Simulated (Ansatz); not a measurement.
ZnS: enthalpy against pressure

ZnS, P6_3mc, a = 3.844 Å, c = 6.305 Å. The compound has several low-lying forms, and this is one of them. Ansatz: PBE, PAW, 420 eV, Γ-centred 12×12×6 mesh on 4 atoms, Gaussian smearing 0.02 eV; no spin polarisation. Cell and atoms are relaxed at each pressure, and no other structure is tried; the real crystal is known to change phase within this range, so the rows at high pressure are metastable. y is the enthalpy over the state at zero pressure; there V0 = 20.170 Å³/atom. The pressures are the targets, met within 0.07 GPa.

| P (GPa) | y (eV/atom) |
| --- | --- |
| -2.0 | -0.2558 |
| 0.0 | 0.0000 |
| 2.0 | 0.2485 |
| 5.0 | 0.6096 |
| 10.0 | 1.1861 |
| 20.0 | ? |
| 40.0 | 4.2326 |

Fit y = c1 P + c2 P² + c3 P³ to the other rows, say what c1 and c2 mean, and predict the missing value.

Least squares on the rows shown. y = 0.12591 P − 0.00080923 P² + 7.6710×10⁻⁶ P³. Since dH/dP = V, c1 is V0: 0.12591 eV/GPa × 160.2 = 20.171 Å³ against 20.170; c2 = −V0/(2B0) gives B0 = 78 GPa, where a Birch–Murnaghan fit to the volumes of the same runs (not shown) gives 69 GPa: a cubic over this range folds the higher terms into c2. Above P = −c2/(3 c3) = 35 GPa the cubic's slope, the volume, would rise with pressure, so the form fails there. At P = 20.0 the fit asked for gives 2.2559 eV/atom. The run gave 2.2669 eV/atom, so the fit is 0.0110 eV/atom too low, 0.25 % of the span of the series, against an rms of 0.0004 eV/atom on the fitted rows. With a term in P⁴ added, a fit to the same known rows predicts 2.2734 eV/atom, a smaller miss on the other side.